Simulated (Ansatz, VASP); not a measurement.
# Ge: VASP beside Ansatz

Contents of INCAR:

```
SYSTEM = Ge
  PREC = Accurate
  ENCUT = 520
  EDIFF = 1E-6
  ISMEAR = 0
  SIGMA = 0.1
  LREAL = .False.
  LASPH = .True.
  NELM = 100
  ALGO = Normal
  ISIF = 2
  LWAVE = .False.
  LCHARG = .False.
  GGA = PE
  NBANDS = 21
```

Contents of KPOINTS:

```
Automatic mesh
0
Gamma
  11 11 11
  0 0 0
```

POSCAR

```
Ge
1.0
   -2.4958980000      2.6508630000      1.4369470000
    2.4958980000     -2.6508630000      1.4369470000
    2.4958980000      2.6508630000     -1.4369470000
Ge
2
Direct
    0.3140570000      0.0640570000      0.2500000000
    0.6859430000      0.9359430000      0.7500000000
```

File input.yaml:

```yaml
crystal:
  lattice:
    - [-2.495898, 2.650863, 1.436947]
    - [2.495898, -2.650863, 1.436947]
    - [2.495898, 2.650863, -1.436947]
  atoms:
    - { symbol: Ge, position: [0.314057, 0.064057, 0.25] }
    - { symbol: Ge, position: [0.685943, 0.935943, 0.75] }
hamiltonian:
  xc: pbe
  pseudopotentials: { kind: paw }
kpoints:
  mp_grid: { grid: [11, 11, 11] }
scf:
  occupations: { method: gaussian, width: 0.1 }
output:
  forces: true
  stress: true
  eigenvalues: true
  write_density: true
  write_potential: true
  elf: true
  volumetric_format: npy
```

This isn't the form of Ge at room conditions, which is diamond.

Alike in both runs: task single point; functional PBE; k mesh 11 × 11 × 11; occupations gaussian, width 0.1 eV; no spin polarisation.

|  | VASP | Ansatz |
| --- | --- | --- |
| version | VASP 6.6.1 | Ansatz 0.2.0 |
| potentials or method | VASP PAW PBE potentials, release 64 (Ge_d) | Ansatz PAW |
| plane-wave cutoff (eV) | 520 | 420 |
| valence electrons in the cell | 28 | 28 |

```csv
,VASP,Ansatz,Ansatz less VASP
gap on the k mesh at the Fermi level (eV),none,none,-
pressure (GPa),1.0,1.1,+0.13
largest component of the traceless stress (GPa),1.25,1.24,-0.004
rms of the force components (eV/Å),0.034,0.034,+0.0004
```

Atom by atom the forces differ by 0.000 eV/Å (rms over components). A gap of «none» marks a metal or a gap that the smearing closes.
